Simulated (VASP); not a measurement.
BN, 4 atoms in the cell. Symmetry: P6_3/mmc, No. 194, hexagonal system. Conventional cell: a = 2.430 Å, b = 2.430 Å, c = 6.454 Å, α = 90.00°, β = 90.00°, γ = 120.00°. N (site symmetry -6m2) has 3 B at 1.40 Å as nearest neighbours. B (site symmetry -6m2) is surrounded by 3 N at 1.40 Å.  The cell isn't the ideal one: volume scaled by 0.92.

```yaml
Program: VASP 6.6.1
Task: band structure
Functional: TPSS
Dispersion: D3
Potentials_or_basis: VASP PAW PBE potentials, release 64 (N, B)
Cutoff: 520 eV
k_mesh: 12 × 12 × 4
Occupations: fermi-dirac, width 0.02 eV
Spin: no spin polarisation
Further_INCAR_settings: ALGO = Normal; EDIFF = 1e-06; NBANDS = 16
```

Potentials or basis: VASP PAW PBE potentials, release 64 (N, B).

Command:

```console
$ ase convert -i cif -o vasp BN.cif POSCAR
$ cat potpaw_PBE.64/N/POTCAR potpaw_PBE.64/B/POTCAR > POTCAR
$ mpirun -np 1 vasp_std > vasp.out
```

Hardware: 1 thread of Intel(R) Xeon(R) Platinum 8259CL CPU @ 2.50GHz (Skylake/Cascade Lake), on a shared host.

Task: Estimate the wall time of this run.

Result: It took 3.1 min on 1 thread of Intel(R) Xeon(R) Platinum 8259CL CPU @ 2.50GHz (Skylake/Cascade Lake), on a shared host, peak memory 0.18 GiB. Counts: scf iterations 40, k points 57.
